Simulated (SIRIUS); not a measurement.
Runs of SIRIUS 7.12.0 on In. The structure is tetragonal, space group I4/mmm (No. 139). Conventional cell: a = 3.251 Å, b = 3.251 Å, c = 4.947 Å, α = 90.00°, β = 90.00°, γ = 90.00°. Around In (site symmetry 4/mmm) lie 12 In at 3.25 to 3.38 Å. 

| level | V0 of scaled cells (Å³/atom) | B0 (GPa) |
| --- | --- | --- |
| PBE+D4 | 26.03 | 41 |
| PBE+D3(BJ) | (b) | 41 |
| PBE+D3 | (a) | 39 |
| PBE | 27.45 | 35 |

Alike in all rows: task equation of state; potentials or basis all-electron FP-LAPW, apw+lo standard; no spin polarisation; cell as given; k mesh 11 × 11 × 11; cutoff (eV) 149; smearing fermi-dirac 0.05 eV.

Task: Estimate the missing entries.

Result: (a) 26.47; (b) 26.02.

Caveats: the cell was scaled at fixed shape and fractional positions, which overstates the stiffness of a crystal with free parameters, most of all of layers and chains.

Not every run made on this cell is shown here.
